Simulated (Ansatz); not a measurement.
The system is HfC.

```
Hf C
1.0
     0.00000    2.32500    2.32500
     2.32500    0.00000    2.32500
     2.32500    2.32500    0.00000
Hf C
1 1
Cartesian
  2.3250 2.3250 2.3250
  0.0000 0.0000 0.0000
```

```yaml
Program: Ansatz 0.2.0
Task: relaxation of cell and atoms
Functional: LDA
Potentials_or_basis: PseudoDojo LDA
Cutoff: 1116 eV
Density_cutoff: 4463 eV
k_mesh: 8 × 8 × 8
Occupations: cold, width 0.025 eV
Spin: no spin polarisation
```

At the start: pressure -13.5 GPa; volume 12.57 Å³/atom.

Task: How do energy, volume and symmetry change on relaxing?

Result: Over 4 steps the energy falls by 31.0 meV/atom and the volume is 11.87 Å³/atom (-5.6 %); space group Fm-3m (No. 225, to 0.05 Å).

Step by step:
| step | energy change (eV) | largest force (eV/Å) | pressure (GPa) | volume (Å³) |
| --- | --- | --- | --- | --- |
| 1 | 0.0000 | 0.0000 | -13.52 | 25.14 |
| 2 | -0.0390 | 0.0000 | -8.54 | 24.57 |
| 3 | -0.0619 | 0.0000 | 0.58 | 23.69 |
| 4 | -0.0620 | 0.0000 | -0.03 | 23.74 |

Final structure:
```
Hf C
1.0
     0.00000    2.28112    2.28112
     2.28112    0.00000    2.28112
     2.28112    2.28112    0.00000
Hf C
1 1
Cartesian
  2.2811 2.2811 2.2811
  0.0000 0.0000 0.0000
```
